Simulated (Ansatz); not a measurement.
**Al2Ru: do energies and stresses tell the same story?**

All numbers below come from DFT r2SCAN, scalar-relativistic, plane waves, PAW (Ansatz).

Cutoff 500 eV; k points 10×10×10 on the computed 6-atom cell (Γ-centred); Gaussian smearing, width 0.01 eV; no spin polarisation.

Relaxed cell: Fddd, a = 4.707 Å, b = 7.979 Å, c = 8.783 Å, α = 90.00°, β = 90.00°, γ = 90.00°, 6 atoms in the primitive cell. Whether it is the stable form of this composition wasn't checked.

Energies at zero smearing and pressures from the stress tensor, at volumes with shape and atoms relaxed:
```csv
V (Å³/atom),E − E(first) (meV/atom),P (GPa)
12.919,0.00,12.93
13.331,-24.05,5.95
13.743,-31.49,-0.01
14.156,-24.76,-5.08
14.568,-5.98,-9.40
```

Check P = −dE/dV between neighbouring volumes, and get the bulk modulus from the pressures alone.

With 1 eV/Å³ = 160.2 GPa:
```json
{"middle V (Å³/atom)": "13.125", "−ΔE/ΔV (GPa)": "9.347", "mean P (GPa)": "9.440"}
{"middle V (Å³/atom)": "13.537", "−ΔE/ΔV (GPa)": "2.889", "mean P (GPa)": "2.967"}
{"middle V (Å³/atom)": "13.950", "−ΔE/ΔV (GPa)": "-2.613", "mean P (GPa)": "-2.546"}
{"middle V (Å³/atom)": "14.362", "−ΔE/ΔV (GPa)": "-7.299", "mean P (GPa)": "-7.239"}
```

The two differ by 0.09 GPa at most. The mean of two end pressures misses the average over a step by about ΔV² P″/12, up to 0.09 GPa here; with that taken off 0.00 GPa remains. Around V = 13.743 Å³/atom, the two neighbours give B = −V ΔP/ΔV = 13.743 × 11.03 / 0.825 = 183.8 GPa, against B0 = 183.0 GPa from the Birch–Murnaghan fit of the energies.